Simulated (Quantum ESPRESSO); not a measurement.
Input of a Quantum ESPRESSO 7.5 run:

pw.in

```
&CONTROL
  calculation = 'scf'
  prefix = 'pwscf'
  outdir = './tmp'
  pseudo_dir = './pseudo'
  tprnfor = .true.
  tstress = .true.
  disk_io = 'low'
/
&SYSTEM
  ibrav = 0
  nat = 2
  ntyp = 2
  ecutwfc = 74
  nbnd = 14
  occupations = 'smearing'
  smearing = 'fd'
  degauss = 0.00367493
/
&ELECTRONS
  conv_thr = 4d-10
  electron_maxstep = 120
  mixing_beta = 0.5
/
ATOMIC_SPECIES
I    126.9045 I.upf
K     39.0983 K.upf
CELL_PARAMETERS angstrom
   0.0000000000    3.5327750000    3.5327750000
   3.5327750000    0.0000000000    3.5327750000
   3.5327750000    3.5327750000    0.0000000000
ATOMIC_POSITIONS angstrom
I      3.5327750000    3.5327750000    3.5327750000
K      0.0000000000    0.0000000000    0.0000000000
K_POINTS automatic
8 8 8 1 1 1
```

The input scf2.in:

```
&CONTROL
  calculation = 'scf'
  prefix = 'pwscf'
  outdir = './tmp'
  pseudo_dir = './pseudo'
  tprnfor = .true.
  tstress = .true.
  disk_io = 'low'
/
&SYSTEM
  ibrav = 0
  nat = 2
  ntyp = 2
  ecutwfc = 74
  nbnd = 14
  occupations = 'fixed'
/
&ELECTRONS
  conv_thr = 1d-13
  electron_maxstep = 120
  mixing_beta = 0.5
  startingpot = 'file'
  startingwfc = 'file'
/
ATOMIC_SPECIES
I    126.9045 I.upf
K     39.0983 K.upf
CELL_PARAMETERS angstrom
   0.0000000000    3.5327750000    3.5327750000
   3.5327750000    0.0000000000    3.5327750000
   3.5327750000    3.5327750000    0.0000000000
ATOMIC_POSITIONS angstrom
I      3.5327750000    3.5327750000    3.5327750000
K      0.0000000000    0.0000000000    0.0000000000
K_POINTS automatic
8 8 8 1 1 1
```

Contents of ph.in:

```
dielectric of KI
&INPUTPH
  prefix = 'pwscf'
  outdir = './tmp'
  tr2_ph = 1d-18
  fildyn = 'dyn'
  niter_ph = 90
  alpha_mix(1) = 0.7
  epsil = .true.
  trans = .false.
  zeu = .true.
/
0.0000000000 0.0000000000 0.0000000000
```

Potentials or basis: PseudoDojo 0.4.1 SR PBEsol standard.

The run is started by

```console
$ OMP_NUM_THREADS=1 pw.x -in pw.in > pw.out
$ OMP_NUM_THREADS=1 pw.x -in scf2.in > scf2.out
$ OMP_NUM_THREADS=1 ph.x -in ph.in > ph.out
```

**Question.** Estimate the electronic dielectric tensor (diagonal).

**Answer.** 2.91.

**Question.** Estimate the Born charges (mean of the diagonal).

**Answer.** I -1.14; K +1.14 e.

**Question.** Predict the pressure.

**Answer.** -0.3 GPa.

Born effective charge tensors (e):
atom 1, I
```
-1.14  0.00  0.00
 0.00 -1.14  0.00
 0.00  0.00 -1.14
```
atom 2, K
```
1.14 0.00 0.00
0.00 1.14 0.00
0.00 0.00 1.14
```

The run has no spin-orbit coupling, so splittings on I are missing.

**The experiment to reproduce.**

A printed reference work, monograph reports, for a bulk crystal of KI: high-frequency dielectric constant 2.65.

Against the measured high-frequency dielectric constant of KI, 2.65 (a printed reference work, monograph), the calculated 2.91 is off by +10.0 %.
